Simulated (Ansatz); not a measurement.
# MgO: the cost of one run

Method: DFT PBEsol, scalar-relativistic, plane waves, PAW, in Ansatz 0.2.0.

The COD cell was measured well above room temperature, so it is larger than a cold one.

3 further runs of the same task are left out: 3 set aside as unsound or not needed.

### Step 1. The system as given

Symmetry: Fm-3m, No. 225, cubic system. Conventional cell: a = 4.214 Å, b = 4.214 Å, c = 4.214 Å, α = 90.00°, β = 90.00°, γ = 90.00°. Mg (site symmetry m-3m) is surrounded by 6 O at 2.11 Å. O (site symmetry m-3m) is surrounded by 6 Mg at 2.11 Å.

Structure file:

```
Mg O
1.0
     0.00000    2.10709    2.10709
     2.10709    0.00000    2.10709
     2.10709    2.10709    0.00000
Mg O
1 1
Direct
  0.00000 0.00000 0.00000
  0.50000 0.50000 0.50000
```

This cell was relaxed beforehand with the same method: volume 9.36 Å³/atom, gap on the mesh 4.62 eV.

### Step 2. The cell under 4 GPa

What is minimised here is the enthalpy; the energy can go up as the cell is squeezed.

The input, input.yaml:

```yaml
crystal:
  lattice:
    - [0.0, 2.1070853427, 2.1070853427]
    - [2.1070853427, 0.0, 2.1070853427]
    - [2.1070853427, 2.1070853427, 0.0]
  atoms:
    - { symbol: Mg, position: [0.0, 0.0, 0.0] }
    - { symbol: O, position: [0.5, 0.5, 0.5] }
basis:
  ecutwfc: 420
kpoints:
  mp_grid: { grid: [10, 10, 10] }
hamiltonian:
  xc: pbesol
scf:
  occupations: { method: fixed }
output:
  forces: true
  stress: true
  eigenvalues: true
relax:
  adjacent_minimum: "off"
  f_tol: 0.001
  max_steps: 60
  cell: { stress_tol: 0.02, p_target: 4.0 }
```

Run with:

```sh
$ ansatz run input.yaml --threads 1 --pin off --max-ram 3072MiB --backend cpu --events-out ev --progress --plain --runs-dir out
```

**Question.** How long does this run take on 1 thread of AMD EPYC (Zen 3), shared host, and how much memory does it need?

About 14 s, with a peak of 0.29 GiB.
